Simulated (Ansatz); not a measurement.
**Ga under changes of volume**

One of the cells (17.718 Å³/atom); the others are scaled copies at fixed shape and fractional positions:

```
CELL_PARAMETERS angstrom
-1.38440 1.38440 2.31122
1.38440 -1.38440 2.31122
1.38440 1.38440 -2.31122
ATOMIC_POSITIONS crystal
Ga 0.00000 0.00000 0.00000
```

This isn't the form of Ga at room conditions, which is orthorhombic.

| Quantity | Value |
| --- | --- |
| Program | Ansatz 0.2.0 |
| Functional | LDA |
| Potentials or basis | Ansatz PAW |
| Cutoff | 420 eV (not typed: the program's choice for these potentials) |
| k mesh | 13 × 13 × 13 |
| Occupations | fermi-dirac, width 0.05 eV |
| Spin | no spin polarisation |

```csv
volume (Å³/atom),energy over the lowest point (meV/atom),pressure (GPa)
16.655,1.86,1.6
17.010,0.00,0.1
17.364,1.36,-1.2
17.718,5.55,-2.4
18.073,?,?
18.427,20.88,-4.3
18.781,31.33,-5.0
```

Task: What does the run at 18.073 Å³/atom give?

Result: Energy over the lowest point 12.18 meV/atom; pressure -3.4 GPa.

Worked out: A Birch-Murnaghan fit of order 3 (a polynomial in V^(-2/3)) to the other rows has its minimum at 17.03 Å³/atom with B0 = V·E''(V) = 70 GPa and B' = 6.1 at fixed shape and positions, which overstates the stiffness. It gives 12.18 meV/atom at 18.073 Å³/atom, against the run's 12.18, and -dE/dV = -3.5 GPa, against -3.4.

Energies are extrapolated to zero smearing.

Caveats: the PAW data sets come from PBE, with cores solved anew for the run's functional, which leaves a small shift of forces and pressure.
